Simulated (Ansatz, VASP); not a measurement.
## One calculation of KMgF3, two programs

```
CELL_PARAMETERS angstrom
3.98590 0.00000 0.00000
0.00000 3.98590 0.00000
0.00000 0.00000 3.98590
ATOMIC_POSITIONS crystal
K 0.50000 0.50000 0.50000
Mg 0.00000 0.00000 0.98746
F 0.50000 0.00000 0.00000
F 0.00000 0.50000 0.00000
F 0.00000 0.00000 0.50000
```

Change from the starting cell: all Mg atoms moved -0.050 Å, as atom 2 along Cartesian [0 0 1].

Alike in both runs: task single point; functional PBEsol; k mesh 6 × 6 × 6; occupations gaussian, width 0.05 eV; no spin polarisation.

```csv
,VASP,Ansatz
version,VASP 6.6.1,Ansatz 0.2.0
potentials or method,"VASP PAW PBE potentials, release 64 (K_sv, Mg, F)","scalar-relativistic, plane waves, PAW"
plane-wave cutoff (eV),520,420
valence electrons in the cell,32,40
```

Ansatz gave:

* gap on the k mesh at the Fermi level (eV): 7.14
* least direct gap on the mesh (eV): 7.47
* pressure (GPa): 0.4
* largest component of the traceless stress (GPa): 0.22
* rms of the force components (eV/Å): 0.148

Estimate VASP's values.

gap on the k mesh at the Fermi level (eV): 7.12; least direct gap on the mesh (eV): 7.45; pressure (GPa): 0.0; largest component of the traceless stress (GPa): 0.23; rms of the force components (eV/Å): 0.150.

Atom by atom the forces differ by 0.002 eV/Å (rms over components). With one functional, cell and mesh, what is left measures potentials, basis and numerics. The two sets of potentials don't hold the same shells in valence.

Caveats: the PAW data sets were made with another functional, which shifts forces and pressure a little (VASP). A k mesh can miss the band edges.
